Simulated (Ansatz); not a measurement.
**BiTe (Fm-3m): electronic heat capacity and spin susceptibility from the density of states**

Level of theory: DFT PBEsol, scalar-relativistic, plane waves, PAW (Ansatz 0.2.0).

Plane waves to 420 eV, a k mesh through Γ of 12×12×12 on the computed 2-atom cell and Gaussian smearing (0.10 eV); no spin polarisation.

Relaxed cell: Fm-3m, a = 6.394 Å, b = 6.394 Å, c = 6.394 Å, α = 90.00°, β = 90.00°, γ = 90.00°, 2 atoms in the primitive cell. Whether it is the stable form of this composition wasn't checked.

The density of states at the Fermi level is 1.486 states/eV in the cell of 2 atoms (1 formula unit; both spins, tetrahedra on a 18×18×18 mesh).

**Question.** What Sommerfeld coefficient and Pauli susceptibility does this give?

**Answer.** Per formula unit N(E_F) = 1.486 states/eV. γ = (π²/3) k_B² N(E_F) N_A = 2.357 mJ/(mol K²) per state/eV, so γ = 3.5 mJ/(mol K²), a mole of formula units. χ_P = μ_B² N(E_F) N_A = 3.23×10⁻⁵ emu/mol per state/eV gives 4.8×10⁻⁵ emu/mol. This is the bare band result: a measured γ of the same phase is as a rule larger by a factor 1 + λ from phonons and spin fluctuations, the spin part of χ is larger by the Stoner factor, and a measured χ also holds orbital and core terms. N(E_F) at one energy is sensitive to the mesh where the density of states has sharp peaks.

Spin-orbit coupling is left out, which matters for the bands of heavy elements.